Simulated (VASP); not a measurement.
# Sb2Pt (Geversite) (Pa-3) in VASP: relaxation of cell and atoms with PBE

Aim: the relaxation of cell and atoms of Sb2Pt (Geversite) with PBE.

All numbers are computed with VASP 6.6.1; they aren't measurements. Logs are shortened: lines on timing, memory, paths and dates and some standing lists are left out, and cuts for length are marked.

**1. Starting point**

Symmetry: Pa-3, No. 205, cubic system. The conventional cell has a = 6.442 Å, b = 6.442 Å, c = 6.442 Å, α = 90.00°, β = 90.00°, γ = 90.00°. Pt (site symmetry -3) is surrounded by 6 Sb at 2.67 Å. Sb (site symmetry 3) is surrounded by 3 Pt at 2.67 Å and 1 Sb at 2.78 Å.

**2. Relaxation of cell and atoms, PBE**

The input, INCAR:

```
SYSTEM = Sb2Pt
PREC = Accurate ; ENCUT = 600
EDIFF = 1E-6 ; ISMEAR = -1
SIGMA = 0.05 ; LREAL = .False.
LASPH = .True. ; NELM = 60
ALGO = Fast ; ISIF = 3
LWAVE = .False. ; LCHARG = .False.
GGA = PE ; IBRION = 2
NSW = 60 ; EDIFFG = -0.02
KPAR = 4
```

The input, KPOINTS:

```
regular mesh
0
Gamma
  4 4 4
  0 0 0
```

The input, POSCAR:

```
Sb2Pt
1.0
    6.4423000000      0.0000000000      0.0000000000
    0.0000000000      6.4423000000      0.0000000000
    0.0000000000      0.0000000000      6.4423000000
Pt Sb
4 8
Direct
    0.0000000000      0.5000000000      0.5000000000
    0.5000000000      0.5000000000      0.0000000000
    0.5000000000      0.0000000000      0.5000000000
    0.0000000000      0.0000000000      0.0000000000
    0.3753000000      0.1247000000      0.8753000000
    0.1247000000      0.8753000000      0.3753000000
    0.8753000000      0.3753000000      0.1247000000
    0.6247000000      0.6247000000      0.6247000000
    0.6247000000      0.8753000000      0.1247000000
    0.8753000000      0.1247000000      0.6247000000
    0.1247000000      0.6247000000      0.8753000000
    0.3753000000      0.3753000000      0.3753000000
```

Potentials or basis: VASP PAW PBE potentials, release 64 (Pt, Sb).

Command:

```console
$ cat potpaw_PBE.64/Pt/POTCAR potpaw_PBE.64/Sb/POTCAR > POTCAR
$ mpirun -np 4 vasp_std > vasp.out
```

OUTCAR:

```text
SYSTEM = Sb2Pt
   PREC = Accurate
   ENCUT = 600
   EDIFF = 1E-6
   ISMEAR = -1
   LREAL = .False.
   LASPH = .True.
   NELM = 60
   ISIF = 3
   GGA = PE
   IBRION = 2
   NSW = 60
   EDIFFG = -0.02

 ion  position               nearest neighbor table
   1  0.000  0.500  0.500-   6 2.67   7 2.67   8 2.67  10 2.67  11 2.67  12 2.67
   2  0.500  0.500  0.000-   5 2.67   7 2.67   8 2.67   9 2.67  11 2.67  12 2.67
   3  0.500  0.000  0.500-   5 2.67   6 2.67   8 2.67   9 2.67  10 2.67  12 2.67
   4  0.000  0.000  0.000-   5 2.67   6 2.67   7 2.67   9 2.67  10 2.67  11 2.67
   5  0.375  0.125  0.875-   2 2.67   3 2.67   4 2.67   9 2.78  10 3.60  11 3.60  12 3.60  12 3.60
                            11 3.60  10 3.60
   6  0.125  0.875  0.375-   1 2.67   3 2.67   4 2.67  10 2.78   9 3.60  11 3.60  12 3.60  11 3.60
                            12 3.60   9 3.60
   7  0.875  0.375  0.125-   1 2.67   2 2.67   4 2.67  11 2.78  10 3.60   9 3.60  12 3.60  10 3.60
                             9 3.60  12 3.60
   8  0.625  0.625  0.625-   1 2.67   2 2.67   3 2.67  12 2.78  10 3.60  11 3.60   9 3.60   9 3.60
                            10 3.60  11 3.60
   9  0.625  0.875  0.125-   2 2.67   3 2.67   4 2.67   5 2.78   6 3.60   7 3.60   8 3.60   8 3.60
                             7 3.60   6 3.60
  10  0.875  0.125  0.625-   1 2.67   3 2.67   4 2.67   6 2.78   5 3.60   7 3.60   8 3.60   7 3.60
                             8 3.60   5 3.60
  11  0.125  0.625  0.875-   1 2.67   2 2.67   4 2.67   7 2.78   6 3.60   5 3.60   8 3.60   6 3.60
                             5 3.60   8 3.60
  12  0.375  0.375  0.375-   1 2.67   2 2.67   3 2.67   8 2.78   6 3.60   7 3.60   5 3.60   5 3.60
                             6 3.60   7 3.60

  LATTYP: Found a simple cubic cell.
 ALAT       =     6.4423000000

  Lattice vectors:

 A1 = (   6.4423000000,   0.0000000000,   0.0000000000)
 A2 = (   0.0000000000,   6.4423000000,   0.0000000000)
 A3 = (   0.0000000000,   0.0000000000,   6.4423000000)

Analysis of symmetry for initial positions (statically):
=====================================================================
 Subroutine PRICEL returns:
 Original cell was already a primitive cell.

 Routine SETGRP: Setting up the symmetry group for a
 simple cubic supercell.

 Subroutine GETGRP returns: Found 24 space group operations
 (whereof  6 operations were pure point group operations)
 out of a pool of 48 trial point group operations.

The static configuration has the point symmetry S_6 .
 The point group associated with its full space group is T_h .

Analysis of symmetry for dynamics (positions and initial velocities):
=====================================================================
 Subroutine PRICEL returns:
 Original cell was already a primitive cell.

 Routine SETGRP: Setting up the symmetry group for a
 simple cubic supercell.

 Subroutine GETGRP returns: Found 24 space group operations
 (whereof  6 operations were pure point group operations)
 out of a pool of 48 trial point group operations.

The dynamic configuration has the point symmetry S_6 .
 The point group associated with its full space group is T_h .

 Subroutine INISYM returns: Found 24 space group operations
 (whereof  6 operations are pure point group operations),
 and found     1 'primitive' translations

----------------------------------------------------------------------------------------

                                     Primitive cell

  volume of cell :     267.3763

  direct lattice vectors                    reciprocal lattice vectors
     6.442300000  0.000000000  0.000000000     0.155224066  0.000000000  0.000000000
     0.000000000  6.442300000  0.000000000     0.000000000  0.155224066  0.000000000
     0.000000000  0.000000000  6.442300000     0.000000000  0.000000000  0.155224066

  length of vectors
     6.442300000  6.442300000  6.442300000     0.155224066  0.155224066  0.155224066

  position of ions in fractional coordinates (direct lattice)
     0.000000000  0.500000000  0.500000000
     0.500000000  0.500000000  0.000000000
     0.500000000  0.000000000  0.500000000
     0.000000000  0.000000000  0.000000000
     0.375300000  0.124700000  0.875300000
     0.124700000  0.875300000  0.375300000
     0.875300000  0.375300000  0.124700000
     0.624700000  0.624700000  0.624700000
     0.624700000  0.875300000  0.124700000
     0.875300000  0.124700000  0.624700000
     0.124700000  0.624700000  0.875300000
     0.375300000  0.375300000  0.375300000

  ion indices of the primitive-cell ions
   primitive index   ion index
                 1           1
                 2           2
                 3           3
                 4           4
                 5           5
                 6           6
                 7           7
                 8           8
                 9           9
                10          10
                11          11
                12          12

----------------------------------------------------------------------------------------

 KPOINTS: regular mesh

Automatic generation of k-mesh.
 Grid dimensions read from file:
 generate k-points for:    4    4    4

 Generating k-lattice:

  Cartesian coordinates                     Fractional coordinates (reciprocal lattice)
     0.038806016  0.000000000  0.000000000     0.250000000  0.000000000  0.000000000
     0.000000000  0.038806016  0.000000000     0.000000000  0.250000000  0.000000000
     0.000000000  0.000000000  0.038806016     0.000000000  0.000000000  0.250000000

  Length of vectors
     0.038806016  0.038806016  0.038806016

  Shift w.r.t. Gamma in fractional coordinates (k-lattice)
     0.000000000  0.000000000  0.000000000

 Subroutine IBZKPT returns following result:
 ===========================================

 Found     11 irreducible k-points:

 Following reciprocal coordinates:
            Coordinates               Weight
  0.000000  0.000000  0.000000      1.000000
  0.250000  0.000000  0.000000      6.000000
  0.500000  0.000000  0.000000      3.000000
  0.250000  0.250000  0.000000     12.000000
  0.500000  0.250000  0.000000      6.000000
 -0.250000  0.500000  0.000000      6.000000
  0.500000  0.500000  0.000000      3.000000
  0.250000  0.250000  0.250000      8.000000
  0.500000  0.250000  0.250000     12.000000
  0.500000  0.500000  0.250000      6.000000
  0.500000  0.500000  0.500000      1.000000
   k-points           NKPTS =     11   k-points in BZ     NKDIM =     11   number of bands    NBANDS=     48
   number of dos      NEDOS =    301   number of ions     NIONS =     12
   total plane-waves  NPLWV = 157464
   dimension x,y,z NGX =    54 NGY =   54 NGZ =   54
   dimension x,y,z NGXF=   108 NGYF=  108 NGZF=  108
   ions per type =               4   8
   NGX,Y,Z   is equivalent  to a cutoff of  13.93, 13.93, 13.93 a.u.
   NGXF,Y,Z  is equivalent  to a cutoff of  27.87, 27.87, 27.87 a.u.
 SYSTEM =  Sb2Pt
   PREC   = accura    normal or accurate (medium, high low for compatibility)
   ISTART =      0    job   : 0-new  1-cont  2-samecut
   ICHARG =      2    charge: 1-file 2-atom 10-const
   ISPIN  =      1    spin polarized calculation?
   LNONCOLLINEAR =      F non collinear calculations
   LSORBIT =      F    spin-orbit coupling
   LASPH  =      T    aspherical Exc in radial PAW
   ENCUT  =  600.0 eV  44.10 Ry    6.64 a.u.  12.87 12.87 12.87*2*pi/ulx,y,z
   NELM   =     60;   NELMIN=  2; NELMDL= -5     # of ELM steps
   EDIFF  = 0.1E-05   stopping-criterion for ELM
   LREAL  =      F    real-space projection
   EDIFFG = -.2E-01   stopping-criterion for IOM
   NSW    =     60    number of steps for IOM
   IBRION =      2    ionic relax: 0-MD 1-quasi-New 2-CG
   NFREE  =      1    steps in history (QN), initial steepest desc. (CG)
   ISIF   =      3    stress and relaxation
   ISYM   =      2    0-nonsym 1-usesym 2-fastsym
   POTIM  = 0.5000    time-step for ionic-motion
   TEBEG  =    0.0;   TEEND  =   0.0 temperature during run
   PSTRESS=    0.0 pullay stress
   NELECT =      80.0000    total number of electrons
   NUPDOWN=      -1.0000    fix difference up-down
   EMIN   =  10.00;   EMAX   =-10.00  energy-range for DOS
   EFERMI =   0.00;   METHOD = LEGACY
   ISMEAR =    -1;   SIGMA  =   0.05  broadening in eV -4-tet -1-fermi 0-gaus
   EFERMI_NEDOS =   21; number of points for ismear=-14 and -15
   IALGO  =     68    algorithm
   IMIX   =      4    mixing-type and parameters
     AMIX     =   0.40;   BMIX     =  1.00
     AMIX_MAG =   1.60;   BMIX_MAG =  1.00
  volume/ion in A,a.u.               =      22.28       150.36
  Fermi-wavevector in a.u.,A,eV,Ry     =   1.094957  2.069169 16.312456  1.198932
  Thomas-Fermi vector in A             =   2.231272
   LORBIT       =      0    0 simple, 1 ext, 2 COOP (PROOUT), +10 PAW based schemes
   GGA     = PE    functional components
   LHFCALC =     F    Hartree Fock is set to
   AEXX    =    0.0000 exact exchange contribution
   IVDW    =     0    specifies the selected vdW correction
   LEPSILON=     F    determine dielectric tensor
   LRPA    =     F    only Hartree local field effects (RPA)
 conjugate gradient relaxation of ions
 non-spin polarized calculation
 RMM-DIIS sequential band-by-band and
  energy-cutoff  :      600.00
  volume of cell :      267.38
 maximum number of plane-waves:      9008
 NGX is ok and might be reduce to    54
   NGX = 25   NGY = 25   NGZ = 25

--------------------------------------- Ionic step        1  -------------------------------------------

 number of electron      80.0000005 magnetization

 Free energy of the ion-electron system (eV)
  ---------------------------------------------------
  ext. energy  EPLUGINS =         0.00000000
  ---------------------------------------------------
  free energy    TOTEN  =       -63.03644959 eV

  energy without entropy =      -63.01832107  energy(sigma->0) =      -63.02738533

------------------------ aborting loop because EDIFF is reached ----------------------------------------

  FORCE on cell =-STRESS in cart. coord.  units (eV):
  Direction    XX          YY          ZZ          XY          YZ          ZX
  --------------------------------------------------------------------------------------
  -------------------------------------------------------------------------------------
  Total        9.9626494      9.9626494      9.9626494      0.0000000      0.0000000     -0.0000000
  in kB       59.6983867     59.6983867     59.6983867      0.0000000      0.0000000     -0.0000000
  external PRESSURE =      59.6983867 kB  Pullay stress =       0.0000000 kB
[... 169 lines left out ...]
  energy  without entropy=      -63.2643325620  energy(sigma->0) =      -63.27278796

--------------------------------------- Ionic step        5  -------------------------------------------

 number of electron      80.0000000 magnetization

 Free energy of the ion-electron system (eV)
  ---------------------------------------------------
  ext. energy  EPLUGINS =         0.00000000
  ---------------------------------------------------
  free energy    TOTEN  =       -63.28171159 eV

  energy without entropy =      -63.26478261  energy(sigma->0) =      -63.27324710

 E-fermi :   8.6459     XC(G=0): -10.7335

 val. band max:        8.5890868709   @ k =   0.0000   0.0000   0.0000
 cond. band min:       8.7157677429   @ k =   0.2500   0.0000   0.0000
 fundamental gap:      0.1266808720
 Fermi energy:         8.6458877773

 k-point     1 :       0.0000    0.0000    0.0000
  band No.  band energies     occupation
      1      -3.7503      2.00000
      2      -1.6057      2.00000
      3      -1.6057      2.00000
      4      -1.6057      2.00000
      5      -0.1998      2.00000
      6      -0.1998      2.00000
[... 589 lines left out ...]
  FREE ENERGIE OF THE ION-ELECTRON SYSTEM (eV)
  ---------------------------------------------------
  free  energy   TOTEN  =       -63.2817115889 eV

  energy  without entropy=      -63.2647826091  energy(sigma->0) =      -63.27324710

 reached required accuracy - stopping structural energy minimisation
```

Run time: 10 min. Hardware: 4 MPI ranks of Intel Xeon Platinum 8375C at 2.90GHz (Ice Lake), shared host; peak memory 0.52 GiB.

What came out:

- Free energy: -63.2817 eV
- Relaxed volume: 23.41 Å³/atom
- Relaxed cell: a = 6.549 Å, b = 6.549 Å, c = 6.549 Å, α = 90.00°, β = 90.00°, γ = 90.00°
- Space group after relaxing (to 0.05 Å): Pa-3 (No. 205)
- Energy gained by relaxing: 20.4 meV/atom
- Ionic steps: 5
- Pressure after relaxing: 0.0 GPa
- Largest force after relaxing: 0.019 eV/Å
- Band gap on the k mesh: none (metal or under the smearing width)

Forces in eV/Å, atoms in the order of the input:
```
Pt   0.000  0.000  0.000
Pt   0.000  0.000  0.000
Pt   0.000  0.000  0.000
Pt   0.000  0.000  0.000
Sb  -0.011  0.011 -0.011
Sb   0.011 -0.011 -0.011
Sb  -0.011 -0.011  0.011
Sb   0.011  0.011  0.011
Sb   0.011 -0.011  0.011
Sb  -0.011  0.011  0.011
Sb   0.011  0.011 -0.011
Sb  -0.011 -0.011 -0.011
```

Step by step:
| step | energy change (eV) | largest force (eV/Å) | pressure (GPa) | volume (Å³) |
| --- | --- | --- | --- | --- |
| 1 | 0.0000 | 0.1572 | 5.97 | 267.38 |
| 2 | 0.1574 | 0.0754 | -6.04 | 300.81 |
| 3 | -0.2448 | 0.0428 | -0.07 | 281.26 |
| 4 | -0.2448 | 0.0449 | 0.04 | 280.98 |
| 5 | -0.2453 | 0.0190 | 0.03 | 280.93 |

Final structure:
```
CELL_PARAMETERS angstrom
6.54940 0.00000 0.00000
0.00000 6.54940 0.00000
0.00000 0.00000 6.54940
ATOMIC_POSITIONS crystal
Pt 0.00000 0.50000 0.50000
Pt 0.50000 0.50000 0.00000
Pt 0.50000 0.00000 0.50000
Pt 0.00000 0.00000 0.00000
Sb 0.37484 0.12516 0.87484
Sb 0.12516 0.87484 0.37484
Sb 0.87484 0.37484 0.12516
Sb 0.62516 0.62516 0.62516
Sb 0.62516 0.87484 0.12516
Sb 0.87484 0.12516 0.62516
Sb 0.12516 0.62516 0.87484
Sb 0.37484 0.37484 0.37484
```

Levels at points of the mesh, in eV from the Fermi level:
| k point | band 36 | band 37 | band 38 | band 39 | band 40 | band 41 | band 42 | band 43 | band 44 | band 45 |
| --- | --- | --- | --- | --- | --- | --- | --- | --- | --- | --- |
| (0.00, 0.00, 0.00) | -2.26 | -1.74 | -0.49 | -0.49 | -0.49 | -0.06 | -0.06 | -0.06 | 0.96 | 3.12 |
| (0.50, 0.00, 0.00) | -1.76 | -1.38 | -1.38 | -0.64 | -0.64 | 0.75 | 0.75 | 1.43 | 1.43 | 2.18 |
| (0.50, 0.50, 0.00) | -1.74 | -0.70 | -0.70 | -0.70 | -0.70 | 1.62 | 1.62 | 1.62 | 1.62 | 1.77 |
| (0.50, 0.50, 0.50) | -1.17 | -0.61 | -0.61 | -0.61 | -0.61 | -0.18 | -0.18 | -0.18 | -0.18 | 2.51 |

**3. The reference run**

An earlier run on the cell as given: functional PBEsol; potentials or basis VASP PAW PBE potentials, release 64 (Pt, Sb); cutoff 520 eV; k mesh 4 × 4 × 4; occupations fermi-dirac, width 0.05 eV; no spin polarisation.

* Pressure: 1.2 GPa
* Largest force: 0.173 eV/Å
* Band gap on the k mesh: none (metal or under the smearing width)
